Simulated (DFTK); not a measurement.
**Sb: band structure with LDA-Teter93**

The system is Sb.

```
Sb
1.0
     4.50666    0.00000    0.00000
     2.44723    3.78432    0.00000
     2.44723    1.33179    3.54223
Sb
2
Direct
  0.76651 0.76651 0.76651
  0.23349 0.23349 0.23349
```

| Property | Result |
| --- | --- |
| Program | DFTK 0.8.2 |
| Task | band structure |
| Functional | LDA-Teter93 |
| Potentials or basis | cp2k.nc.sr.lda.v0_1.semicore.gth (LDA, GTH) |
| Cutoff | 735 eV |
| k mesh | 8 × 8 × 8 |
| Occupations | fermi-dirac, width 0.05 eV |
| Spin | no spin polarisation |
| Valence electrons | Sb 5 |
| SCF tolerance on the density | 1e-06 |

| Quantity | Value |
| --- | --- |
| Pressure | -1.2 GPa |
| Largest force | 0.030 eV/Å |
| Band gap on the k mesh | none (metal or under the smearing width) |

Forces in eV/Å, atoms in the order of the input:
```
Sb   0.025  0.014  0.010
Sb  -0.025 -0.014 -0.010
```

Stress tensor (GPa, compression positive):
```
-1.27 -0.10 -0.07
-0.10 -1.14 -0.04
-0.07 -0.04 -1.11
```

Levels at the corners of the path, in eV from the Fermi level:
| point | band 1 | band 2 | band 3 | band 4 | band 5 | band 6 | band 7 | band 8 | band 9 | band 10 |
| --- | --- | --- | --- | --- | --- | --- | --- | --- | --- | --- |
| Γ | -12.83 | -5.04 | -2.11 | -1.85 | -1.85 | 2.04 | 2.67 | 2.67 | 5.15 | 5.15 |
| L | -10.49 | -9.77 | -2.02 | -1.90 | -0.38 | -0.31 | 0.09 | 0.42 | 7.73 | 8.40 |
| B1 | -9.97 | -9.20 | -5.05 | -4.91 | -0.83 | 0.61 | 4.61 | 4.67 | 5.95 | 6.13 |
| B | -9.97 | -9.20 | -5.05 | -4.91 | -0.83 | 0.61 | 4.61 | 4.67 | 5.95 | 6.13 |
| Z | -11.31 | -9.11 | -1.40 | -1.40 | -0.58 | 0.06 | 0.06 | 1.01 | 7.10 | 9.05 |
| Γ | -12.83 | -5.04 | -2.11 | -1.85 | -1.85 | 2.04 | 2.67 | 2.67 | 5.15 | 5.15 |
| X | -9.98 | -9.27 | -5.36 | -3.24 | -3.02 | 2.73 | 3.11 | 4.15 | 5.83 | 7.40 |
| Q | -9.98 | -9.27 | -5.36 | -3.24 | -3.02 | 2.73 | 3.11 | 4.15 | 5.83 | 7.40 |
| F | -10.50 | -8.17 | -5.51 | -3.80 | -3.71 | 1.48 | 4.87 | 5.47 | 6.76 | 9.11 |
| P1 | -10.35 | -8.87 | -5.41 | -3.28 | -2.81 | 2.41 | 3.10 | 4.58 | 5.91 | 7.94 |
| Z | -11.31 | -9.11 | -1.40 | -1.40 | -0.58 | 0.06 | 0.06 | 1.01 | 7.10 | 9.05 |
| L | -10.49 | -9.77 | -2.02 | -1.90 | -0.38 | -0.31 | 0.09 | 0.42 | 7.73 | 8.40 |
| P | -10.35 | -8.87 | -5.41 | -3.28 | -2.81 | 2.41 | 3.10 | 4.58 | 5.91 | 7.94 |

Wall time 72 s on 1 thread of AMD EPYC 9R45 96-Core Processor (Zen 5) (shared host), peak memory 2 GiB.

Caveat: GTH potentials come without recommended cutoffs, and this one wasn't checked for convergence; spin-orbit coupling is left out, which moves the levels of the heavy elements.
